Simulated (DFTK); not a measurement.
# PbSe (Clausthalite) (Fm-3m) in DFTK: reference runs

Reference runs on PbSe (Clausthalite): the cell as given.

All numbers are computed with DFTK 0.8.2; they aren't measurements. Logs are shortened: lines on timing, memory, paths and dates and some standing lists are left out, and cuts for length are marked.

**What was measured.**

A printed reference work, monograph reports, for a bulk crystal of PbSe at 4.2 K: band gap 0.15 eV (direct).

The results are compared with them further down.

### 1 The crystal as given

The structure is cubic, space group Fm-3m (No. 225). The conventional cell has a = 6.121 Å, b = 6.121 Å, c = 6.121 Å, α = 90.00°, β = 90.00°, γ = 90.00°. Around Pb (site symmetry m-3m) lie 6 Se at 3.06 Å. Se (site symmetry m-3m) has 6 Pb at 3.06 Å as nearest neighbours.

### 2 Single point, PBEsol

run.jl reads:

```julia
using DFTK
using PseudoPotentialData
using Unitful, UnitfulAtomic
using LinearAlgebra, Printf
include("save.jl")
disable_threading()

# lattice vectors are the columns
lattice = austrip(1u"Å") * [           0.0        3.06065        3.06065;
                  3.06065            0.0        3.06065;
                  3.06065        3.06065            0.0]
symbols   = [:Pb, :Se]
positions = [[0.0, 0.0, 0.0],
             [0.5, 0.5, 0.5]]
pseudopotentials = PseudoFamily("dojo.nc.sr.pbesol.v0_4_1.standard.upf")
elements = Dict(s => ElementPsp(s, pseudopotentials) for s in unique(symbols))
atoms    = [elements[s] for s in symbols]

build_model(lattice, positions; symmetries=true) =
    model_DFT(lattice, atoms, positions;
              functionals=PBEsol(),
              temperature=austrip(0.05u"eV"),
              smearing=Smearing.FermiDirac(),
              symmetries)
Ecut  = 43.0  # hartree
kgrid = [8, 8, 8]
tol   = 1e-6
to_GPa = ustrip(uconvert(u"GPa", 1u"hartree/bohr^3"))

model = build_model(lattice, positions)
basis = PlaneWaveBasis(model; Ecut, kgrid)
display(basis)
scfres = self_consistent_field(basis;
                               tol,
                               nbandsalg=AdaptiveBands(model; n_bands_converge=20))
display(scfres.energies)
@printf "Fermi level: %.6f eV\n" ustrip(auconvert(u"eV", something(scfres.εF, NaN)))
forces = compute_forces_cart(scfres)
println("Forces (eV/Å)")
for (s, f) in zip(symbols, forces)
    @printf "%-3s %12.6f %12.6f %12.6f\n" s ustrip.(auconvert.(u"eV/Å", f))...
end
stress = compute_stresses_cart(scfres)
println("Stress (GPa)")
display(round.(stress * to_GPa; digits=4))
println("Levels at the first k-point (eV): ", round.(ustrip.(auconvert.(u"eV", scfres.eigenvalues[1][1:scfres.n_bands_converge])); digits=4))
save_scf!(scfres; forces, stress)
```

Potentials or basis: dojo.nc.sr.pbesol.v0_4_1.standard.upf (PBEsol).

Started as:

```console
$ julia --threads=1 run.jl  # save.jl only writes the numbers to a file and isn't shown; printed stress counts tension as positive; times include loading and compiling
```

Standard output:

```text
PlaneWaveBasis discretization:

    Ecut                 : 43.0 Ha
    fft_size             : (54, 54, 54), 157464 total points
    kgrid                : MonkhorstPack([8, 8, 8])
    num.   red. kpoints  : 512
    num. irred. kpoints  : 29

    Discretized Model(gga_x_pbe_sol+gga_c_pbe_sol, 3D):
        lattice (in Bohr)    : [0         , 5.78379   , 5.78379   ]
                               [5.78379   , 0         , 5.78379   ]
                               [5.78379   , 5.78379   , 0         ]
        unit cell volume     : 386.96 Bohr³

        atoms                : PbSe
        pseudopot. family    : PseudoFamily("dojo.nc.sr.pbesol.v0_4_1.standard.upf")

        num. electrons       : 30
        spin polarization    : none
        temperature          : 0.0018375 Ha
        smearing             : DFTK.Smearing.FermiDirac()

        terms                : Kinetic()
                               AtomicLocal()
                               AtomicNonlocal()
                               Ewald(nothing)
                               PspCorrection()
                               Hartree()
                               Xc(gga_x_pbe_sol, gga_c_pbe_sol)
                               Entropy()
n     Energy            log10(ΔE)   log10(Δρ)   Diag   Δtime
---   ---------------   ---------   ---------   ----   ------
  1   -191.4074759822                   -1.15    5.3    23.3s
  2   -191.4168139776       -2.03       -1.65    1.1    9.10s
  3   -191.4178204356       -3.00       -2.18    3.0    12.4s
  4   -191.4178458306       -4.60       -2.82    2.0    11.6s
  5   -191.4178460572       -6.64       -3.42    2.3    9.34s
  6   -191.4178461677       -6.96       -4.35    3.0    11.2s
  7   -191.4178461731       -8.27       -4.82    3.3    12.9s
  8   -191.4178461735       -9.46       -5.41    2.1    10.8s
  9   -191.4178461735      -11.51       -5.71    2.3    10.8s
 10   -191.4178461735      -11.86       -6.27    1.3    8.51s
Energy breakdown (in Ha):
    Kinetic             112.8661968
    AtomicLocal         -138.5748784
    AtomicNonlocal      -66.8812107
    Ewald               -110.6782003
    PspCorrection       5.6986598
    Hartree             49.9322422
    Xc                  -43.7806357
    Entropy             -0.0000198

    total               -191.417846173476
Fermi level: 4.265215 eV
Forces (eV/Å)
Pb      0.000000     0.000000     0.000000
Se     -0.000000     0.000000     0.000000
Stress (GPa)
3×3 StaticArraysCore.SMatrix{3, 3, Float64, 9} with indices SOneTo(3)×SOneTo(3):
 0.4933   0.0      0.0
 0.0      0.4933  -0.0
 0.0     -0.0      0.4933
Levels at the first k-point (eV): [-43.1465, -43.1465, -43.1441, -43.1441, -43.1441, -12.5792, -12.5792, -12.5792, -12.5767, -12.5767, -9.4448, -2.1747, 2.3031, 2.3031, 2.3031, 8.8441, 8.8441, 8.8441, 10.6279, 10.6279]
```

Wall time 3.8 min (1 thread of Intel Xeon Platinum 8375C at 2.90GHz (Ice Lake), shared host); peak memory 1.9 GiB.

Results:

* Free energy: -5208.7449 eV
* Pressure: -0.5 GPa
* Band gap on the k mesh: 0.21 eV, direct

Levels at points of the mesh, in eV from the valence-band top:
```tsv
k point	band 11	band 12	band 13	band 14	band 15	band 16	band 17	band 18	band 19	band 20
(0.00, 0.00, 0.00)	-13.60	-6.33	-1.86	-1.86	-1.86	4.68	4.68	4.68	6.47	6.47
(-0.50, 0.00, 0.00)	-12.53	-8.83	-1.45	-1.45	0.00	0.21	1.66	1.66	8.42	10.18
(-0.50, -0.50, 0.00)	-12.16	-7.40	-5.01	-3.24	-3.24	3.60	5.59	5.59	6.01	11.35
```

Caveat: spin-orbit coupling is left out, which as a rule narrows the gap of such compounds by several tenths of an eV.

### 3 Against experiment

Step 2. A measured gap of PbSe is 0.15 eV (direct; 4.2 K; a printed reference work, monograph); the calculated 0.21 eV misses it by +0.06 eV. 2 values of this kind are on record (0.15 to 0.28 eV); this one was drawn at random. Spin-orbit coupling on Pb, Se is left out. The value is that of PBEsol on a finite k mesh, which can miss the band edges, without temperature or zero-point motion.
